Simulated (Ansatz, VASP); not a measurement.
## AlNi3: VASP beside Ansatz

```
Al Ni
1.0
     3.52305    0.00000    0.00000
     0.00000    3.52305    0.00000
     0.00000    0.00000    3.52305
Al Ni
1 3
Cartesian
  0.0000 0.0000 0.0000
  0.0000 1.7615 1.7615
  1.7615 0.0000 1.7615
  1.7615 1.7615 0.0000
```

Alike in both runs: task single point; functional PBEsol; k mesh 4 × 4 × 4; occupations gaussian, width 0.1 eV; no spin polarisation.

|  | VASP | Ansatz |
| --- | --- | --- |
| version | VASP 6.6.1 | Ansatz 0.2.0 |
| potentials or method | VASP PAW PBE potentials, release 64 (Al, Ni) | scalar-relativistic, plane waves, PAW |
| plane-wave cutoff (eV) | 520 | 420 |
| valence electrons in the cell | 33 | 57 |

Ansatz gave:

```
gap on the k mesh at the Fermi level (eV) : none
pressure (GPa)                            : -1.3
```

Task: Estimate VASP's values.

Result: gap on the k mesh at the Fermi level (eV): none; pressure (GPa): -1.1.

A gap of «none» marks a metal or a gap that the smearing closes. The two sets of potentials don't hold the same shells in valence.

Caveats: the k mesh is coarse (spacing up to 0.45 Å⁻¹), so the values aren't converged; the PAW data sets were made with another functional, which shifts forces and pressure a little (VASP). Spin polarisation is off, so any magnetic state and its effect on volume and gap are missing.
